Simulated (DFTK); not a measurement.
**Al under changes of volume**

One of the cells (16.603 Å³/atom); the others are scaled copies at fixed shape and fractional positions:

```
Al
1.0
     0.00000    2.02481    2.02481
     2.02481    0.00000    2.02481
     2.02481    2.02481    0.00000
Al
1
Direct
  0.00000 0.00000 0.00000
```

| Item | Value |
| --- | --- |
| Program | DFTK 0.8.2 |
| Functional | r2SCAN |
| Potentials or basis | SG15 1.2 (PBE) |
| Cutoff | 1225 eV |
| k mesh | 7 × 7 × 7 |
| Occupations | fermi-dirac, width 0.05 eV |
| Spin | no spin polarisation |

```tsv
volume (Å³/atom)	energy over the lowest point (meV/atom)	pressure (GPa)
15.607	?	?
15.939	0.56	1.3
16.271	0.00	-0.6
16.603	3.32	-2.4
16.935	10.05	-3.9
17.267	19.72	-5.2
17.599	31.90	-6.4
```

What does the run at 15.607 Å³/atom give?

Energy over the lowest point 5.48 meV/atom; pressure 3.5 GPa.

Worked out: A Birch-Murnaghan fit of order 3 (a polynomial in V^(-2/3)) to the other rows has its minimum at 16.15 Å³/atom with B0 = V·E''(V) = 97 GPa and B' = 5.9. It gives 5.64 meV/atom at 15.607 Å³/atom, against the run's 5.48, and -dE/dV = 3.6 GPa, against 3.5.

Energies are extrapolated to zero smearing.

Caveats: all runs use coarse meshes; the potentials were made for another functional, which shifts forces and pressure.
